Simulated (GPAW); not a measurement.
The system is Se.

```
Se
1.0
     4.36620    0.00000    0.00000
    -2.18310    3.78124    0.00000
     0.00000    0.00000    4.95360
Se
3
Direct
  0.77460 0.77460 0.00000
  0.00000 0.22540 0.66667
  0.22540 0.00000 0.33333
```

```yaml
Program: GPAW 26.7.0
Task: single point
Functional: PBE
Potentials_or_basis: GPAW PAW data sets (gpaw-data 1.2.1)
Cutoff: 600 eV
Basis: pw
k_mesh: 7 × 7 × 6
Occupations: fermi-dirac, width 0.05 eV
Spin: no spin polarisation
```

On this cell: pressure 2.8 GPa; largest force 0.420 eV/Å; band gap on the k mesh 1.21 eV, indirect (least direct gap 1.47 eV).

The same run follows on a disturbed copy (atoms moved at random, drawn with an rms of 0.05 Å):

```
Se
1.0
     4.36620    0.00000    0.00000
    -2.18310    3.78124    0.00000
     0.00000    0.00000    4.95360
Se
3
Direct
  0.77894 0.77804 0.00263
  0.00918 0.23606 0.65783
  0.22781 0.00178 0.32738
```

**Question.** What changes?

**Answer.** The energy moves by +3.6 meV/atom; pressure 2.6 GPa; largest force 0.643 eV/Å; band gap on the k mesh 0.91 eV, indirect (least direct gap 1.31 eV).

Forces in eV/Å, atoms in the order of the input:
```
Se  -0.314 -0.222 -0.516
Se  -0.217  0.123  0.335
Se   0.532  0.098  0.181
```

Stress tensor (GPa, compression positive):
```
2.63 0.25 0.51
0.25 1.40 1.35
0.51 1.35 3.78
```

Caveats: an odd mesh through Γ misses points on the zone boundary, where band edges often lie.
